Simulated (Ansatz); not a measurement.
# Cr (Cmcm) in Ansatz: convergence with xc grid

Aim: find how far xc grid must go before the results for Cr settle, at PBEsol. This setting moves, with any that are tied to it; all else stays.

Program: Ansatz 0.2.0. These are calculated values, not measurements. Logs are shortened: lines on timing, memory, paths and dates and some standing lists are left out, and cuts for length are marked.

## 1. Starting point

It takes space group Cmcm (No. 63, orthorhombic). Conventional cell: a = 2.294 Å, b = 4.934 Å, c = 4.064 Å, α = 90.00°, β = 90.00°, γ = 90.00°. Cr (site symmetry m2m) has 8 Cr at 2.29 to 2.62 Å as nearest neighbours.

This isn't the form of Cr at room conditions, which is bcc.

## 2. With xc grid 1

input.yaml

```yaml
crystal:
  lattice:
    - [1.147050505, -2.46702512, 0.0]
    - [1.147050505, 2.46702512, 0.0]
    - [0.0, 0.0, 4.06431074]
  atoms:
    - { symbol: Cr, position: [0.87053258, 0.12946742, 0.75], spin: 3.0 }
    - { symbol: Cr, position: [0.12946742, 0.87053258, 0.25], spin: 3.0 }
hamiltonian:
  xc: pbesol
  pseudopotentials: { kind: paw, source: jth, xc_functional: pbe }
magnetization:
  spin_polarized: true
kpoints:
  mp_grid: { grid: [11, 11, 6] }
scf:
  occupations: { method: fermi_dirac, width: 0.05 }
output:
  forces: true
  stress: true
  eigenvalues: true
basis:
  xc_grid: 1
```

Potentials or basis: JTH PAW.

Run with:

```console
> ansatz run input.yaml --threads 2 --pin off --max-ram 5632MiB --backend cpu --events-out ev --progress --plain --runs-dir out
```

Run time: 40 s. Hardware: 2 threads of Arm Neoverse N1, shared host; peak memory 0.69 GiB.

Results:

```yaml
Free_energy: -6696.7628 eV
Pressure: -2.9 GPa
Largest_force: 0.176 eV/Å
Band_gap_on_the_k_mesh: none (metal or under the smearing width)
Net_moment: 0.00 μB per cell
Absolute_moment: 0.00 μB per cell
```

## 3. With xc grid 2

Edit input.yaml of step 2 so:

```diff
@@ -22,2 +22,2 @@
 basis:
-  xc_grid: 1
+  xc_grid: 2
```

Potentials or basis: JTH PAW.

Run with:

```console
> ansatz run input.yaml --threads 2 --pin off --max-ram 5632MiB --backend cpu --events-out ev --progress --plain --runs-dir out
```

It took 41 s on 2 threads of Arm Neoverse N1, shared host; peak memory 0.7 GiB.

What came out:

```
Free energy            : -6696.7628 eV
Pressure               : -2.9 GPa
Largest force          : 0.176 eV/Å
Band gap on the k mesh : none (metal or under the smearing width)
Net moment             : 0.00 μB per cell
Absolute moment        : 0.00 μB per cell
```

## 4. With xc grid 3

Edit input.yaml of step 3 so:

```diff
@@ -22,2 +22,2 @@
 basis:
-  xc_grid: 2
+  xc_grid: 3
```

Run with:

```console
> ansatz run input.yaml --threads 2 --pin off --max-ram 5632MiB --backend cpu --events-out ev --progress --plain --runs-dir out
```

Run time: 41 s. Hardware: 2 threads of Arm Neoverse N1, shared host; peak memory 0.75 GiB.

It converged, with:

```yaml
Free_energy: -6696.7628 eV
Pressure: -2.9 GPa
Largest_force: 0.176 eV/Å
Band_gap_on_the_k_mesh: none (metal or under the smearing width)
Net_moment: 0.00 μB per cell
Absolute_moment: 0.00 μB per cell
```

## 5. With xc grid 4

Edit input.yaml of step 4 so:

```diff
@@ -22,2 +22,2 @@
 basis:
-  xc_grid: 3
+  xc_grid: 4
```

Run with:

```console
> ansatz run input.yaml --threads 2 --pin off --max-ram 5632MiB --backend cpu --events-out ev --progress --plain --runs-dir out
```

It took 41 s on 2 threads of Arm Neoverse N1, shared host; peak memory 0.83 GiB.

It converged, with:

- Free energy: -6696.7628 eV
- Pressure: -2.9 GPa
- Largest force: 0.176 eV/Å
- Band gap on the k mesh: none (metal or under the smearing width)
- Net moment: 0.00 μB per cell
- Absolute moment: 0.00 μB per cell

## 6. With xc grid 5

Edit input.yaml of step 5 so:

```diff
@@ -22,2 +22,2 @@
 basis:
-  xc_grid: 4
+  xc_grid: 5
```

Potentials or basis: JTH PAW.

Run with:

```console
> ansatz run input.yaml --threads 2 --pin off --max-ram 5632MiB --backend cpu --events-out ev --progress --plain --runs-dir out
```

What it wrote:

```text
Warning: the checks of this Cr dataset prove no rule for summing its radial tables, as where they were carried onto another mesh than they were made on, and Gregory's rule is taken, under which a leading mesh point left out moves its sums only by what lay on the interval it spanned. That does not make them correct, and they differ from Quantum ESPRESSO's on this file; a re-export a fraction of a mesh step off can move them. hamiltonian.pseudopotentials.radial_quadrature: simpson_from_first_knot sums it by `pw.x`'s rule; on a PAW file no value gives `pw.x`'s numbers. What more to know: hamiltonian.pseudopotentials.radial_quadrature, in the input reference
Warning: RAYON_NUM_THREADS=2 ignored (pool sized by the plan → 2); use --threads N
Engine: ansatz 0.2.0, aarch64-unknown-linux-gnu
Pseudopotentials: kind: paw
Pseudopotential: Cr, paw, valence charge 14, recommended cutoff 1230 eV (normal), Cr.paw.azcp
Functional definition: PBEsol
  exchange = pbesol_x
  correlation = pbesol_c
Crystal: 2 atoms, lattice volume = 23.002 Å³
Basis set: ecut = 1230 eV, 2263 PW (Γ), exchange–correlation on 160×160×240 points (125 copies of the dense FFT grid, shifted against one another)
Bands: 21, of which v1, the nominal top of the filled ones, is band 14 counted from 1 (13 counted from 0)
Symmetry: 8 space group operations
Space group: Cmcm (ITA 63), of the structure as read, at distance tolerance 2.8e-5 Å
Magnetic group: BNS 63.457 (UNI 555), of the structure as read, at distance tolerance 2.8e-5 Å
k-points: 144 of 726
Non-local potential: Cr, projectors of the file, l = 0: 2, l = 1: 2, l = 2: 2
PAW form: soft (Blöchl's): semilocal exchange-correlation on the pseudo side does not see the compensation charge
PAW frozen core: Cr, regenerated for the run's functional, and the local potential with it (the file was generated under x = pbe(κ = 0.804, μ = 0.2195149727645171), c = pbe(β = 0.06672455060314922))
PAW one-centre angular grid: Cr, 590 points (default); XC on 64 Gauss nodes
Initial density: superposition of atomic densities (chi_scale 0.1, normalization cell)
Starting moments: Σ|m| = 6 μB on 2 of 2 sites
Initial wavefunctions: pseudopotential atomic-orbital guess
Functional: x = pbesol(κ = 0.804, μ = 0.12345679012345678), c = pbesol(β = 0.046)
SCF iter   1: F=—  HF=-6700.114116 eV  |F-HF|=—  |Δ(HF+E_count)|=         —  Δρ=2.60e-1 (↑2.60e-1 ↓1.45e-1)  dr2=6.44e0  dr2_m=7.18e0  M=0.976 μB ∫|m|=0.976 μB  β_m=0.30  ethr=3.10e-3  ⟨swp⟩=10.6  Hψ=44101  notcnv=0
Mixer restart at iter 1: flushing history
preconditioner: auto → none  [metal: Δε(μ)=0.006 eV  Ē_g=6.782 eV  σ=0.050 eV  W_gap=0.03  n_scr=4 (ndim 8)  ℏωp=26.8 eV  f_vac=0.000  D(μ)=1.75/eV (n_scr^D=22)  sad-step TF]
SCF iter   2: F=—  HF=-6697.546778 eV  |F-HF|=—  |Δ(HF+E_count)|=    2.57e0  Δρ=1.67e-1 (↑1.67e-1 ↓1.17e-1)  dr2=1.85e0  dr2_m=3.61e0  M=0.887 μB ∫|m|=0.887 μB  β_m=0.56  ethr=3.10e-3  ⟨swp⟩=3.3  Hψ=16108  notcnv=0  defer=272
SCF iter   3: F=—  HF=-6696.822439 eV  |F-HF|=—  |Δ(HF+E_count)|=   7.24e-1  Δρ=4.97e-2 (↑4.97e-2 ↓3.22e-2)  dr2=2.16e-1  dr2_m=2.95e-1  M=0.408 μB ∫|m|=0.408 μB  β_m=0.62  ethr=3.10e-3  ⟨swp⟩=3.4  Hψ=14314  notcnv=0  defer=259
SCF iter   4: F=—  HF=-6696.748250 eV  |F-HF|=—  |Δ(HF+E_count)|=   7.42e-2  Δρ=7.13e-3 (↑4.30e-3 ↓7.13e-3)  dr2=2.23e-3  dr2_m=5.77e-3  M=0.093 μB ∫|m|=0.100 μB  β_m=0.68  ethr=7.73e-4  ⟨swp⟩=3.1  Hψ=13114  notcnv=0  defer=244
SCF iter   5: F=—  HF=-6696.760744 eV  |F-HF|=—  |Δ(HF+E_count)|=   1.25e-2  Δρ=2.01e-3 (↑1.83e-3 ↓2.01e-3)  dr2=2.78e-4  dr2_m=4.78e-4  M=0.025 μB ∫|m|=0.034 μB  β_m=0.84  ethr=7.95e-6  ⟨swp⟩=3.5  Hψ=15772  notcnv=0  defer=218
SCF iter   6: F=—  HF=-6696.762834 eV  |F-HF|=—  |Δ(HF+E_count)|=   2.09e-3  Δρ=1.05e-3 (↑5.02e-4 ↓1.05e-3)  dr2=1.58e-4  dr2_m=7.42e-5  M=0.008 μB ∫|m|=0.010 μB  β_m=0.71  ethr=9.92e-7  ⟨swp⟩=2.1  Hψ=10605  notcnv=0  defer=218
SCF iter   7: F=—  HF=-6696.762843 eV  |F-HF|=—  |Δ(HF+E_count)|=   9.60e-6  Δρ=3.53e-4 (↑3.42e-4 ↓3.53e-4)  dr2=7.37e-6  dr2_m=1.61e-5  M=0.004 μB ∫|m|=0.005 μB  β_m=0.85  ethr=5.64e-7  ⟨swp⟩=3.3  Hψ=11793  notcnv=0  defer=218
SCF iter   8: F=—  HF=-6696.762849 eV  |F-HF|=—  |Δ(HF+E_count)|=   5.66e-6  Δρ=4.69e-5 (↑4.69e-5 ↓4.24e-5)  dr2=1.48e-7  dr2_m=2.27e-7  M=-0.000 μB ∫|m|=0.000 μB  β_m=0.92  ethr=2.63e-8  ⟨swp⟩=2.5  Hψ=10407  notcnv=0  defer=218
SCF iter   9: F=—  HF=-6696.762849 eV  |F-HF|=—  |Δ(HF+E_count)|=   9.11e-8  Δρ=1.85e-5 (↑8.91e-6 ↓1.85e-5)  dr2=8.60e-8  dr2_m=2.01e-8  M=-0.000 μB ∫|m|=0.000 μB  β_m=0.96  ethr=5.29e-10  ⟨swp⟩=3.2  Hψ=12201  notcnv=0  defer=218
[... 5 lines left out ...]
SCF converged after 11 iterations
Magnetization: 0.0000 μB (14.0000 up, 14.0000 down)
Absolute magnetization: 0.0000 μB (∫|ρ↑−ρ↓|, with the PAW one-centre terms)
Spin contamination: 0.0000 ħ² per cell (⟨S²⟩ above its minimum at these occupations)
Per-site moments (μB) at R_I (Å): [(1.858448123745342e-6, 0.946316666625), (1.85844812363775e-6, 0.946316666625)]
Free energy (F): -6696.762849 eV
Harris-Foulkes:  -6696.762849 eV  (|F-HF|=1.56e-10)
Internal energy: -6696.739728 eV  (E = F + TS)
E sigma→0 (E₀):  -6696.751288 eV
Entropy (-TS):   -0.023121 eV (-11.560 meV/atom)
Fermi energy:    20.011691 eV
--- Per-component energies (eV) ---
  E_band       = -268.261482
  E_kinetic    = 835.927073
  E_local      = -2336.800256  (includes V_loc(G=0)·N_el)
  E_nonlocal   = -33.856889
  E_hartree    = 895.440590
  E_xc         = -258.169231
  E_vxc        = -337.625391  (∫ρ·V_xc dr)
  E_paw        = -2198.554764  (= ΣΔE_a)
  E_vpaw       = -186.786864  (= ΣTr[D̂ρ^β])
  E_aug_tail   = -0.000040  (compensation charges beyond the density's cutoff)
  E_ewald      = -3601.045936
  E_core_change = 0.319724  (= ΣΔE_core)
  E_smearing   = -0.023121  (= −TS)
  E_closure    = 0.000000  (closes the sum)
  Σ components = -6696.762849   (vs F -6696.762849, Δ=0.00e0)
--- Forces (eV/Å), atoms counted from 1 ---
  atom   1  Cr     0.00000000     0.17636046     0.00000000
  atom   2  Cr     0.00000000    -0.17636046     0.00000000
  max |Σ_I F_I| component: 0.00e0 eV/Å
--- Stress (GPa, compression-positive) ---
       -3.563946       0.000000       0.000000
        0.000000      -5.341260       0.000000
        0.000000       0.000000       0.270807
  P = ⅓ Tr σ = -2.8781 GPa (-28.781 kbar)
--- Band table (eV; the first three rows and the last of 288) ---
  k-point 0 ↑: bands = ["-51.6027", "-51.3909", "-23.3358", "-22.7862", "-22.5348", "-22.3651", "-22.3022", "-22.2907", "11.8993", "15.5885", "17.7997", "18.0409", "19.1362", "20.1699", "21.0019", "21.0383", "21.1273", "21.6901", "21.8433", "22.6189", "29.5877"]
  k-point 1 ↑: bands = ["-51.5886", "-51.4052", "-23.2752", "-22.7726", "-22.5505", "-22.4305", "-22.3014", "-22.2915", "12.2167", "15.5722", "17.8036", "18.0314", "19.3621", "19.9341", "20.3719", "20.8297", "20.8749", "21.8933", "22.0127", "22.3465", "30.7717"]
  k-point 2 ↑: bands = ["-51.5501", "-51.4442", "-23.1083", "-22.7473", "-22.5944", "-22.5925", "-22.2993", "-22.2935", "13.1018", "15.2713", "17.9059", "18.0192", "19.1223", "19.3582", "20.0025", "20.6117", "20.6423", "21.6573", "22.1832", "22.2481", "33.4138"]
  k-point 143 ↓: bands = ["-51.4408", "-51.4408", "-23.3028", "-23.3028", "-22.5633", "-22.5633", "-22.3452", "-22.3452", "15.5808", "15.5808", "17.2736", "17.2736", "20.2286", "20.2286", "21.5071", "21.5071", "22.3122", "22.3122", "22.5170", "22.5170", "29.0705"]
```

Wall time 42 s (2 threads of Arm Neoverse N1, shared host); peak memory 0.96 GiB.

Results:

* Free energy: -6696.7628 eV
* Pressure: -2.9 GPa
* Largest force: 0.176 eV/Å
* Band gap on the k mesh: none (metal or under the smearing width)
* Net moment: 0.00 μB per cell
* Absolute moment: 0.00 μB per cell

## 7. The series at a glance

| xc grid | energy less the tightest run, at zero smearing (meV/atom) | SCF cycles | CPU time (s) | peak memory (GiB) |
| --- | --- | --- | --- | --- |
| 1 | 0.00 | 11 | 79 | 0.69 |
| 2 | 0.00 | 11 | 80 | 0.7 |
| 3 | 0.00 | 11 | 80 | 0.75 |
| 4 | 0.00 | 11 | 81 | 0.83 |
| 5 | 0.00 | 11 | 82 | 0.96 |

Against the tightest run, the energy stays within 1 meV/atom from 1 on. The tightest run that finished is the yardstick and may itself not be fully converged.

Caveats: the starting moments collapsed, and a magnetic state may lie lower; the starting moments weren't kept.
